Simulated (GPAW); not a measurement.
# MgO (Fm-3m) in GPAW: settings compared

The runs below take MgO through single point, with optB88-vdW, r2SCAN, AM05.

Program: GPAW 26.7.0. These are calculated values, not measurements. Logs are shortened: lines on timing, memory, paths and dates and some standing lists are left out, and cuts for length are marked. The log counts tension as positive stress, the text compression.

**The experiment to reproduce.**

“Electronic structure of alkaline earth and post-transition metal oxides”, 2009, arxiv:0908.1581 quotes, for a bulk crystal of MgO: band gap 7.83 eV.

The runs below are set against these values where they give the same quantity.

### 1 The structure

Symmetry: Fm-3m, No. 225, cubic system. The conventional cell has a = 4.194 Å, b = 4.194 Å, c = 4.194 Å, α = 90.00°, β = 90.00°, γ = 90.00°. Around Mg (site symmetry m-3m) lie 6 O at 2.10 Å. O (site symmetry m-3m) is surrounded by 6 Mg at 2.10 Å.

The cell is a database's computed one.

### 2 Single point, optB88-vdW

run.py

```python
from ase.dft.bandgap import bandgap
from ase.io import read, write
from gpaw import GPAW, PW

atoms = read('MgO.xyz')

calc = GPAW(mode=PW(800),
            xc={'name': 'optB88-vdW', 'backend': 'libvdwxc'},
            kpts={'size': (11, 11, 11), 'gamma': True},
            occupations={'name': 'fermi-dirac', 'width': 0.05},
            nbands=16,
            convergence={'density': 1e-05, 'energy': 1e-05},
            maxiter=150,
            legacy_gpaw=True,
            txt='gpaw.txt')
atoms.calc = calc
energy = atoms.get_potential_energy()
forces = atoms.get_forces()
calc.write('gs.gpw')
write('result.traj', atoms)
print(f'Energy: {energy:.6f} eV')
print('Forces (eV/A):')
print(forces.round(4))
print('Fermi level:', round(calc.get_fermi_level(), 4), 'eV')
print(f'Gap: {bandgap(calc)[0]:.4f} eV, direct: {bandgap(calc, direct=True)[0]:.4f} eV')
```

MgO.xyz

```xyz
2
Lattice="0.0000000000 2.0970013927 2.0970013927 2.0970013927 0.0000000000 2.0970013927 2.0970013927 2.0970013927 0.0000000000" Properties=species:S:1:pos:R:3 pbc="T T T"
Mg     0.0000000000      0.0000000000      0.0000000000
O      2.0970013927      2.0970013927      2.0970013927
```

Potentials or basis: GPAW PAW data sets (gpaw-data 1.2.1), pw.

The run is started by

```
$ OMP_NUM_THREADS=1 python run.py
```

gpaw.txt:

```text
___ ___ ___ _ _ _
 |   |   |_  | | | |
 | | | | | . | | | |
 |__ |  _|___|_____|  26.7.0
 |___|_|

Input parameters:
  convergence: {density: 1e-05,
                energy: 1e-05}
  kpts: {gamma: True,
         size: (11, 11, 11)}
  maxiter: 150
  mode: {ecut: 800.0,
         name: pw}
  nbands: 16
  occupations: {name: fermi-dirac,
                width: 0.05}
  xc: {backend: libvdwxc,
       name: optB88-vdW}

System changes: positions, numbers, cell, pbc, initial_charges, initial_magmoms

Initialize ...

species:
  Mg:
    name:    Magnesium
    Z:       12.0
    valence: 10
    core:    2
    charge:  0.0  # [|e|]
    compensation charges:
      type: gauss
      rc: 0.33  # [Å]
      lmax: 2
    cutoffs:
      filter: 1.86  # [Å]
      core: 0.54  # [Å]
    projectors
    | kind |    occ | energy [eV] | rcut [Å] |
    |------|--------|-------------|----------|
    |   2s |  2.000 |     -79.840 |    1.090 |
    |   3s |  2.000 |      -4.705 |    1.090 |
    |   2p |  6.000 |     -46.613 |    1.085 |
    |   3p |  0.000 |      -1.330 |    1.085 |
    |    d |        |       0.000 |    1.037 |

    Using partial waves for Mg as LCAO basis

  O:
    name:    Oxygen
    Z:       8.0
    valence: 6
    core:    2
    charge:  0.0  # [|e|]
    compensation charges:
      type: gauss
      rc: 0.21  # [Å]
      lmax: 2
    cutoffs:
      filter: 1.17  # [Å]
      core: 0.83  # [Å]
    projectors
    | kind |    occ | energy [eV] | rcut [Å] |
    |------|--------|-------------|----------|
    |   2s |  2.000 |     -23.961 |    0.688 |
    |   2p |  4.000 |      -9.029 |    0.598 |
    |    s |        |       3.251 |    0.688 |
    |    p |        |      18.182 |    0.598 |
    |    d |        |       0.000 |    0.619 |

    Using partial waves for O as LCAO basis

Reference energy: -7490.497190  # eV

Spin-paired calculation

Convergence criteria:
 Maximum [total energy] change in last 3 cyles: 1e-05 eV / valence electron
 Maximum integral of absolute [dens]ity change: 1e-05 electrons / valence electron
 Maximum integral of absolute [eigenst]ate change: 4e-08 eV^2 / valence electron
 Maximum number of scf [iter]ations: 150
 (Square brackets indicate name in SCF output, whereas a 'c' in
 the SCF output indicates the quantity has converged.)

Symmetries present (total): 48

  ( 1  0  0)  ( 1  0  0)  ( 1  0  0)  ( 1  0  0)  ( 1  0 -1)  ( 1  0 -1)
  ( 1  0 -1)  ( 1 -1  0)  ( 0  1  0)  ( 0  0  1)  ( 1  0  0)  ( 1 -1  0)
  ( 1 -1  0)  ( 1  0 -1)  ( 0  0  1)  ( 0  1  0)  ( 1 -1  0)  ( 1  0  0)

  ( 1  0 -1)  ( 1  0 -1)  ( 1 -1  0)  ( 1 -1  0)  ( 1 -1  0)  ( 1 -1  0)
  ( 0  1 -1)  ( 0  0 -1)  ( 1  0  0)  ( 1  0 -1)  ( 0 -1  1)  ( 0 -1  0)
  ( 0  0 -1)  ( 0  1 -1)  ( 1  0 -1)  ( 1  0  0)  ( 0 -1  0)  ( 0 -1  1)

  ( 0  1  0)  ( 0  1  0)  ( 0  1  0)  ( 0  1  0)  ( 0  1 -1)  ( 0  1 -1)
  ( 1  0  0)  ( 0  1 -1)  ( 0  0  1)  (-1  1  0)  ( 1  0 -1)  ( 0  1  0)
  ( 0  0  1)  (-1  1  0)  ( 1  0  0)  ( 0  1 -1)  ( 0  0 -1)  (-1  1  0)

  ( 0  1 -1)  ( 0  1 -1)  ( 0  0  1)  ( 0  0  1)  ( 0  0  1)  ( 0  0  1)
  ( 0  0 -1)  (-1  1  0)  ( 1  0  0)  ( 0  1  0)  ( 0 -1  1)  (-1  0  1)
  ( 1  0 -1)  ( 0  1  0)  ( 0  1  0)  ( 1  0  0)  (-1  0  1)  ( 0 -1  1)

  ( 0  0 -1)  ( 0  0 -1)  ( 0  0 -1)  ( 0  0 -1)  ( 0 -1  1)  ( 0 -1  1)
  ( 1  0 -1)  ( 0  1 -1)  ( 0 -1  0)  (-1  0  0)  ( 1 -1  0)  ( 0  0  1)
  ( 0  1 -1)  ( 1  0 -1)  (-1  0  0)  ( 0 -1  0)  ( 0 -1  0)  (-1  0  1)

  ( 0 -1  1)  ( 0 -1  1)  ( 0 -1  0)  ( 0 -1  0)  ( 0 -1  0)  ( 0 -1  0)
  ( 0 -1  0)  (-1  0  1)  ( 1 -1  0)  ( 0  0 -1)  ( 0 -1  1)  (-1  0  0)
  ( 1 -1  0)  ( 0  0  1)  ( 0 -1  1)  (-1  0  0)  ( 1 -1  0)  ( 0  0 -1)

  (-1  1  0)  (-1  1  0)  (-1  1  0)  (-1  1  0)  (-1  0  1)  (-1  0  1)
  ( 0  1  0)  ( 0  1 -1)  (-1  0  1)  (-1  0  0)  ( 0  0  1)  ( 0 -1  1)
  ( 0  1 -1)  ( 0  1  0)  (-1  0  0)  (-1  0  1)  ( 0 -1  1)  ( 0  0  1)

  (-1  0  1)  (-1  0  1)  (-1  0  0)  (-1  0  0)  (-1  0  0)  (-1  0  0)
  (-1  1  0)  (-1  0  0)  ( 0  0 -1)  ( 0 -1  0)  (-1  1  0)  (-1  0  1)
  (-1  0  0)  (-1  1  0)  ( 0 -1  0)  ( 0  0 -1)  (-1  0  1)  (-1  1  0)

1331 k-points: 11 x 11 x 11 Monkhorst-Pack grid
56 k-points in the irreducible part of the Brillouin zone
       k-points in crystal coordinates                weights
   0:     0.00000000    0.00000000    0.00000000          1/1331
   1:     0.09090909    0.09090909    0.00000000          6/1331
   2:     0.09090909    0.09090909    0.09090909          8/1331
   3:     0.18181818    0.09090909    0.09090909         12/1331
   4:     0.18181818    0.18181818    0.00000000          6/1331
   5:     0.18181818    0.18181818    0.09090909         24/1331
   6:     0.18181818    0.18181818    0.18181818          8/1331
   7:     0.27272727    0.18181818    0.09090909         24/1331
   8:     0.27272727    0.18181818    0.18181818         24/1331
   9:     0.27272727    0.27272727    0.00000000          6/1331
          ...
  55:     0.45454545    0.45454545    0.45454545          8/1331

Wave functions: Plane wave expansion
  Cutoff energy: 800.000 eV
  Number of coefficients (min, max): 932, 959
  Pulay-stress correction: 0.000000 eV/Ang^3 (de/decut=0.000000)
  Using FFTW library
  ScaLapack parameters: grid=1x1, blocksize=None
  Wavefunction extrapolation:
    Improved wavefunction reuse through dual PAW basis

Occupation numbers: Fermi-Dirac:
  width: 0.0500  # eV

Eigensolver
   Davidson(niter=2)

Densities:
  Coarse grid: 20*20*20 grid
  Fine grid: 40*40*40 grid
  Total Charge: 0.000000

Density mixing:
  Method: separate
  Backend: msr1
  Linear mixing parameter: 0.05
  old densities: 10
  Width of damping distribution: 1.1
  Damping of long wavelength oscillations: 20

Hamiltonian:
  XC and Coulomb potentials evaluated on a 40*40*40 grid
  Using the optB88 Exchange-Correlation functional
  External potential:
    NoExternalPotential

XC parameters: optB88 with libvdwxc
  Mode: serial
  Semilocal: GGA_X_OPTB88_VDW+LDA_C_PW with 2 nearest neighbor stencil
  Corresponding non-local functional: vdW-DF
  Local blocksize: 40 x 40 x 40
  PAW datasets: PBE

Number of atoms: 2
Number of atomic orbitals: 12
Number of bands in calculation: 16
Number of valence electrons: 16
Bands to converge: occupied

... initialized

Initializing position-dependent things.

Density initialized from atomic densities
Creating initial wave functions:
  12 bands from LCAO basis set
  4 bands from random numbers

              O

       Mg

Atomic positions and initial magnetic moments

Positions:
   0 Mg     0.000000    0.000000    0.000000    ( 0.0000,  0.0000,  0.0000)
   1 O      2.097001    2.097001    2.097001    ( 0.0000,  0.0000,  0.0000)

Unit cell:
           periodic     x           y           z      points  spacing
  1. axis:    yes    0.000000    2.097001    2.097001    20     0.1211
  2. axis:    yes    2.097001    0.000000    2.097001    20     0.1211
  3. axis:    yes    2.097001    2.097001    0.000000    20     0.1211

  Lengths:   2.965608   2.965608   2.965608
  Angles:   60.000000  60.000000  60.000000

Effective grid spacing dv^(1/3) = 0.1321

iter:   1   -25.793159
iter:   2   -25.386287   -0.83  -1.01
iter:   3   -24.254503   -1.34  -1.06
iter:   4   -24.259356   -2.64  -1.52
iter:   5   -24.265064   -3.11  -1.76
iter:   6   -24.264945   -4.53  -3.03
iter:   7   -24.265009c  -4.91  -3.18
iter:   8   -24.265009c  -7.10  -4.07
iter:   9   -24.265009c  -7.82c -4.73
iter:  10   -24.265009c  -9.41c -5.59c

Converged after 10 iterations.

Dipole moment: (-0.000000, -0.000000, -0.000000) |e|*Ang

Energy contributions relative to reference atoms: (reference = -7490.497190)

Kinetic:        +17.200029
Potential:      -14.609101
External:        +0.000000
XC:             -27.039132
Entropy (-ST):   -0.000000
Local:           +0.183196
SIC:             +0.000000
--------------------------
Free energy:    -24.265009
Extrapolated:   -24.265009

Non-local optB88 correlation energy: 1.191130
Semilocal GGA_X_OPTB88_VDW+LDA_C_PW energy: -112.267065
(Not including atomic contributions)
Showing only first 2 kpts
 Kpt  Band  Eigenvalues  Occupancy
  0     6      4.83094    2.00000
  0     7      4.83098    2.00000
  0     8      9.97945    0.00000
  0     9     20.86761    0.00000

  1     6      4.70344    2.00000
  1     7      4.70347    2.00000
  1     8     10.65215    0.00000
  1     9     19.49884    0.00000

Fermi level: 5.75480

Gap: 5.148 eV
Transition (v -> c):
  (s=0, k=0, n=7, [0.00, 0.00, 0.00]) -> (s=0, k=0, n=8, [0.00, 0.00, 0.00])
No difference between direct/indirect transitions

Forces in eV/Ang:
  0 Mg    0.00000   -0.00000   -0.00000
  1 O    -0.00000    0.00000    0.00000

Writing to gs.gpw (mode='')
```

Run time: 11 s. Hardware: 1 thread of Arm Neoverse V2, shared host; peak memory 0.18 GiB.

What came out:

```yaml
Free_energy: -24.2650 eV
Band_gap_on_the_k_mesh: 5.15 eV, direct
```

Levels at points of the mesh, in eV from the valence-band top:
```tsv
k point	band 4	band 5	band 6	band 7	band 8	band 9	band 10	band 11	band 12
(0.00, 0.00, 0.00)	-39.59	-17.13	0.00	0.00	0.00	5.15	16.04	16.04	16.04
```

Caveat: the PAW data sets were made with another functional, which shifts forces and pressure a little.

### 3 Single point, r2SCAN

run.py, as its differences from that of step 2:

```diff
@@ -2,2 +2,3 @@
 from ase.io import read, write
+from ase.units import GPa
 from gpaw import GPAW, PW
@@ -7,3 +8,3 @@
 calc = GPAW(mode=PW(800),
-            xc={'name': 'optB88-vdW', 'backend': 'libvdwxc'},
+            xc='MGGA_X_R2SCAN+MGGA_C_R2SCAN',
             kpts={'size': (11, 11, 11), 'gamma': True},
@@ -13,3 +14,2 @@
             maxiter=150,
-            legacy_gpaw=True,
             txt='gpaw.txt')
@@ -18,2 +18,3 @@
 forces = atoms.get_forces()
+stress = atoms.get_stress()
 calc.write('gs.gpw')
@@ -23,2 +24,3 @@
 print(forces.round(4))
+print('Stress (GPa):', (stress / GPa).round(3))
 print('Fermi level:', round(calc.get_fermi_level(), 4), 'eV')
```

MgO.xyz is that of step 2.

Potentials or basis: GPAW PAW data sets (gpaw-data 1.2.1), pw.

The run is started by

```
$ OMP_NUM_THREADS=1 python run.py
```

gpaw.txt:

```text
__  _  _
 | _ |_)|_||  |
 |__||  | ||/\| - 26.7.0

Input parameters:
  mode=PW(ecut=800.0),
  convergence={'density': 1e-05, 'energy': 1e-05},
  kpts=MonkhorstPack(size=(11, 11, 11), gamma=True),
  maxiter=150,
  nbands=16,
  occupations=Occupations(name='fermi-dirac', width=0.05),
  xc=XC(name='MGGA_X_R2SCAN+MGGA_C_R2SCAN')

Diagonalizing LCAO Hamiltonian
Converting LCAO to pw mode

              O

       Mg

Atoms  # Å, Bohr magnetons
|   | symbol |        x |        y |        z |    initial magnetic moments |
|---|--------|----------|----------|----------|-----------------------------|
| 0 |     Mg | 0.000000 | 0.000000 | 0.000000 | ( 0.0000,  0.0000,  0.0000) |
| 1 |      O | 2.097001 | 2.097001 | 2.097001 | ( 0.0000,  0.0000,  0.0000) |

Unit cell  # Å
| periodic |        x |        y |        z |  lengths |    angles |
|----------|----------|----------|----------|----------|-----------|
|      yes | 0.000000 | 2.097001 | 2.097001 | 2.965608 | 60.000000 |
|      yes | 2.097001 | 0.000000 | 2.097001 | 2.965608 | 60.000000 |
|      yes | 2.097001 | 2.097001 | 0.000000 | 2.965608 | 60.000000 |

Number of symmetries: 48
Symmetry operations  # r_c * U_cc + t_c -> r_c
|    | kind |            matrix            |
|----|------|------------------------------|
|  0 |  σ   |  1, 0, 0,  1, 0,-1,  1,-1, 0 |
|  1 |  C2  |  1, 0, 0,  1,-1, 0,  1, 0,-1 |
|  2 |  E   |  1, 0, 0,  0, 1, 0,  0, 0, 1 |
|  3 |  σ   |  1, 0, 0,  0, 0, 1,  0, 1, 0 |
|  4 |  C4  |  1, 0,-1,  1, 0, 0,  1,-1, 0 |
|  5 |  S6  |  1, 0,-1,  1,-1, 0,  1, 0, 0 |
|  6 |  σ   |  1, 0,-1,  0, 1,-1,  0, 0,-1 |
|  7 |  C3  |  1, 0,-1,  0, 0,-1,  0, 1,-1 |
|  8 |  S6  |  1,-1, 0,  1, 0, 0,  1, 0,-1 |
|  9 |  C4  |  1,-1, 0,  1, 0,-1,  1, 0, 0 |
| 10 |  C3  |  1,-1, 0,  0,-1, 1,  0,-1, 0 |
| 11 |  σ   |  1,-1, 0,  0,-1, 0,  0,-1, 1 |
| 12 |  σ   |  0, 1, 0,  1, 0, 0,  0, 0, 1 |
| 13 |  C4  |  0, 1, 0,  0, 1,-1, -1, 1, 0 |
| 14 |  C3  |  0, 1, 0,  0, 0, 1,  1, 0, 0 |
| 15 |  S6  |  0, 1, 0, -1, 1, 0,  0, 1,-1 |
| 16 |  C2  |  0, 1,-1,  1, 0,-1,  0, 0,-1 |
| 17 |  σ   |  0, 1,-1,  0, 1, 0, -1, 1, 0 |
| 18 |  S4  |  0, 1,-1,  0, 0,-1,  1, 0,-1 |
| 19 |  C4  |  0, 1,-1, -1, 1, 0,  0, 1, 0 |
| 20 |  C3  |  0, 0, 1,  1, 0, 0,  0, 1, 0 |
| 21 |  σ   |  0, 0, 1,  0, 1, 0,  1, 0, 0 |
| 22 |  S6  |  0, 0, 1,  0,-1, 1, -1, 0, 1 |
| 23 |  C4  |  0, 0, 1, -1, 0, 1,  0,-1, 1 |
| 24 |  S4  |  0, 0,-1,  1, 0,-1,  0, 1,-1 |
| 25 |  C3  |  0, 0,-1,  0, 1,-1,  1, 0,-1 |
| 26 |  C2  |  0, 0,-1,  0,-1, 0, -1, 0, 0 |
| 27 |  S6  |  0, 0,-1, -1, 0, 0,  0,-1, 0 |
| 28 |  S4  |  0,-1, 1,  1,-1, 0,  0,-1, 0 |
| 29 |  C4  |  0,-1, 1,  0, 0, 1, -1, 0, 1 |
| 30 |  C2  |  0,-1, 1,  0,-1, 0,  1,-1, 0 |
| 31 |  σ   |  0,-1, 1, -1, 0, 1,  0, 0, 1 |
| 32 |  C3  |  0,-1, 0,  1,-1, 0,  0,-1, 1 |
| 33 |  S6  |  0,-1, 0,  0, 0,-1, -1, 0, 0 |
| 34 |  S4  |  0,-1, 0,  0,-1, 1,  1,-1, 0 |
| 35 |  C2  |  0,-1, 0, -1, 0, 0,  0, 0,-1 |
| 36 |  C2  | -1, 1, 0,  0, 1, 0,  0, 1,-1 |
| 37 |  S6  | -1, 1, 0,  0, 1,-1,  0, 1, 0 |
| 38 |  S4  | -1, 1, 0, -1, 0, 1, -1, 0, 0 |
| 39 |  C3  | -1, 1, 0, -1, 0, 0, -1, 0, 1 |
| 40 |  S6  | -1, 0, 1,  0, 0, 1,  0,-1, 1 |
| 41 |  C2  | -1, 0, 1,  0,-1, 1,  0, 0, 1 |
| 42 |  C3  | -1, 0, 1, -1, 1, 0, -1, 0, 0 |
| 43 |  S4  | -1, 0, 1, -1, 0, 0, -1, 1, 0 |
| 44 |  C2  | -1, 0, 0,  0, 0,-1,  0,-1, 0 |
| 45 |  i   | -1, 0, 0,  0,-1, 0,  0, 0,-1 |
| 46 |  σ   | -1, 0, 0, -1, 1, 0, -1, 0, 1 |
| 47 |  C2  | -1, 0, 0, -1, 0, 1, -1, 1, 0 |

BZ-sampling:
  Number of BZ points: 1331
  Number of IBZ points: 56

  Monkhorst-Pack size: [11, 11, 11]
  Monkhorst-Pack shift: [0, 0, 0]

K-points  # in reciprocal-cell coordinates
|     |                                coordinates |     weight |
|-----|--------------------------------------------|------------|
|   0 | (  0.00000000,   0.00000000,   0.00000000) | 0.00075131 |
|   1 | (  0.09090909,   0.09090909,   0.00000000) | 0.00450789 |
|   2 | (  0.09090909,   0.09090909,   0.09090909) | 0.00601052 |
|   3 | (  0.18181818,   0.09090909,   0.09090909) | 0.00901578 |
|   4 | (  0.18181818,   0.18181818,   0.00000000) | 0.00450789 |
|   5 | (  0.18181818,   0.18181818,   0.09090909) | 0.01803156 |
|   6 | (  0.18181818,   0.18181818,   0.18181818) | 0.00601052 |
|   7 | (  0.27272727,   0.18181818,   0.09090909) | 0.01803156 |
|   8 | (  0.27272727,   0.18181818,   0.18181818) | 0.01803156 |
|   9 | (  0.27272727,   0.27272727,   0.00000000) | 0.00450789 |
| ... |                                            |            |
|  55 | (  0.45454545,   0.45454545,   0.45454545) | 0.00601052 |

Plane wave coefficients: 959
Cutoff: 800.0 eV

Spin-components: 1 (collinear spins)
Bands:           16
Projectors:      10
Spin-degeneracy: 2
Datatype:        complex128

Parallelization:
  kpt:    1
  domain: 1
  band:   1

Density:
  Valence electrons: 16.0
  Components: 1
  Grid points: [20 20 20]
  Charge: 0.0  # |e|

Potential:
  Grid points: [20 20 20]

species:
  Mg:
    name:    Magnesium
    Z:       12.0
    valence: 10
    core:    2
    charge:  0.0  # [|e|]
    compensation charges:
      type: gauss
      rc: 0.33  # [Å]
      lmax: 2
    cutoffs:
      filter: 1.86  # [Å]
      core: 0.54  # [Å]
    projectors
    | kind |    occ | energy [eV] | rcut [Å] |
    |------|--------|-------------|----------|
    |   2s |  2.000 |     -79.840 |    1.090 |
    |   3s |  2.000 |      -4.705 |    1.090 |
    |   2p |  6.000 |     -46.613 |    1.085 |
    |   3p |  0.000 |      -1.330 |    1.085 |
    |    d |        |       0.000 |    1.037 |

    Using partial waves for Mg as LCAO basis

  O:
    name:    Oxygen
    Z:       8.0
    valence: 6
    core:    2
    charge:  0.0  # [|e|]
    compensation charges:
      type: gauss
      rc: 0.21  # [Å]
      lmax: 2
    cutoffs:
      filter: 1.17  # [Å]
      core: 0.83  # [Å]
    projectors
    | kind |    occ | energy [eV] | rcut [Å] |
    |------|--------|-------------|----------|
    |   2s |  2.000 |     -23.961 |    0.688 |
    |   2p |  4.000 |      -9.029 |    0.598 |
    |    s |        |       3.251 |    0.688 |
    |    p |        |      18.182 |    0.598 |
    |    d |        |       0.000 |    0.619 |

    Using partial waves for O as LCAO basis

Reference energy: -7490.497190  # eV

eigensolver:
  PPCG
  Converge bands: occupied
  niter=2

density mixing:
  MSR1-Mixer
  Pratt-step length: 0.05
  Maximum mixing coefficient: 0.75
  Old densities: 10
  SVD Regularization: 0.005
  Good broyden scale: 1.0
  Trust region scale: 1.0
  Backstep threshold: 4.0
  History deletion threshold: 6.0
  Fourier metric: weight=20.0, sigma=0.015

occupation numbers:
  Fermi-Dirac:
    width: 0.0500  # eV

poisson solver:
  ecut: 6400.0  # eV

xc functional:
  name: MGGA_X_R2SCAN+MGGA_C_R2SCAN with 2 nearest neighbor stencil

convergence criteria:
- Maximum integral of absolute [dens]ity change: 1e-05 electrons / valence electron
- Maximum [total energy] change in last 3 cyles: 1e-05 eV / valence electron
- Maximum integral of absolute [eigenst]ate change: 4e-08 eV^2 / valence electron
maximum number of iterations: 150

SCF iterations
|iter     | |      energy | eigst |  dens |
|---------|-|-------------|-------|-------|
|iter:   1| |  -21.510733 | +0.17 |       |
|iter:   2| |  -17.113846 | -1.49 | -0.98 |
|iter:   3| |  -16.387238 | -1.01 | -1.02 |
|iter:   4| |  -16.324680 | -2.20 | -1.49 |
|iter:   5| |  -16.332107 | -2.82 | -1.81 |
|iter:   6| |  -16.332033 | -4.83 | -2.99 |
|iter:   7| |  -16.332047c| -5.67 | -3.37 |
|iter:   8| |  -16.332046c| -7.54c| -4.22 |
|iter:   9| |  -16.332046c| -7.99c| -5.28c|

Converged in 9 steps
Energy contributions relative to reference atoms: (reference = -7490.497190)

Energy contributions:
  Kinetic:          17.905325
  Coulomb:         -14.951699
  Zero:              0.130550
  External:          0.000000
  Xc:              -19.416223
  Entropy:          -0.000000
  Spinorbit:         0.000000
  ----------------------------
  Free energy:     -16.332046
  Extrapolated:    -16.332046

dipole moment: (-5.977744, -5.977744, -5.977744)  # |e|*Ang

Fermi level: 6.239
Eigenvalues  # (at kpt = [0.000, 0.000, 0.000])
| band index |      eig [eV] | occ [0-2] |
|------------|---------------|-----------|
|          0 |       -70.413 |     2.000 |
|          1 |       -35.515 |     2.000 |
|          2 |       -35.515 |     2.000 |
|          3 |       -35.515 |     2.000 |
|          4 |       -13.616 |     2.000 |
|          5 |         4.601 |     2.000 |
[... 8 lines left out ...]
|         14 |        27.454 |     0.000 |
|         15 |        30.814 |     0.000 |

Gap: 5.801 eV
Transition (v -> c):
  (s=0, k=0, n=7, [0.00, 0.00, 0.00]) -> (s=0, k=0, n=8, [0.00, 0.00, 0.00])
No difference between direct/indirect transitions

Forces  # eV/Ang
|       x |        y |        z |
|---------|----------|----------|
| 0.00000 | -0.00000 | -0.00000 |  # Mg   0
| 0.00000 | -0.00000 | -0.00000 |  # O    1

Stress tensor  # eV/Ang^3
|         x |         y |         z |
|-----------|-----------|-----------|
| -0.012781 |  0.000000 |  0.000000 |
|  0.000000 | -0.012781 | -0.000000 |
|  0.000000 | -0.000000 | -0.012781 |

# Writing to gs.gpw (mode='')
```

Wall time 30 s (1 thread of Arm Neoverse V2, shared host); peak memory 0.2 GiB.

What came out:

- Free energy: -16.3320 eV
- Pressure: 2.0 GPa
- Band gap on the k mesh: 5.80 eV, direct

Caveat: the PAW data sets were made with another functional, which shifts forces and pressure a little.

(Continued in part 2 of 2.)
